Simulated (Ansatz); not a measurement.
A surface is cut from this relaxed crystal of C:

```cif
data_structure
_symmetry_space_group_name_H-M 'R-3m:H'
_symmetry_Int_Tables_number 166
_cell_length_a 2.4589
_cell_length_b 2.4589
_cell_length_c 10.7943
_cell_angle_alpha 90.000
_cell_angle_beta 90.000
_cell_angle_gamma 120.000
_cell_volume 56.52
loop_
_atom_site_label
_atom_site_type_symbol
_atom_site_symmetry_multiplicity
_atom_site_Wyckoff_symbol
_atom_site_fract_x
_atom_site_fract_y
_atom_site_fract_z
_atom_site_occupancy
C1 C 6 c 0.33333 0.66667 0.83331 1
```

Miller indices refer to the conventional cell of R-3m (No. 166), a = 2.459 Å, b = 2.459 Å, c = 10.794 Å, α = 90.00°, β = 90.00°, γ = 120.00°. The bulk's gap is 0.00 eV.

The (001) slab of 4 planes, 10.8 Å thick with 15 Å of vacuum as cut; outer planes C (top) and C (bottom).

These are results of DFT PBEsol, scalar-relativistic, plane waves, PAW in Ansatz, not measurements. Plane waves to 420 eV, a k mesh through Γ of 15×15×1 on the computed 8-atom cell and Gaussian smearing (0.05 eV); no spin polarisation. The cell repeats along c with a dipole correction in the vacuum.

The surface energy is small: either the cut is weakly bound (this functional has no dispersion correction), or the bulk reference is not the lowest structure.

With the atoms at the bulk's places:

```yaml
Surface_energy_mean_of_both_faces: 0.02 J/m²
Gap_of_the_slab_on_the_mesh: none (metal or semimetal)
Work_function: 4.32 eV
```

(1) What changes when all atoms relax within this surface cell and its symmetry?

The smearing is narrow for a metal on this mesh.

## Answers

(1) The energy changes by under 0.001 J/m² a face. No atom moved: the forces on the slab as cut lay under the relaxation's threshold already, so smaller changes of the spacings aren't resolved.

For the relaxed slab, the surface energy (mean of both faces) is 0.02 J/m², the gap of the slab on the mesh is none (metal or semimetal) and the work function is 4.32 eV.

```tsv
plane (bottom to top)	atoms	spacing to next, bulk (Å)	relaxed (Å)	change (%)	rumpling (Å)
1	C2	3.598	3.598	0.0	0.001
2	C2	3.598	3.598	0.0	0.001
3	C2	3.598	3.598	0.0	0.001
4	C2				0.001
```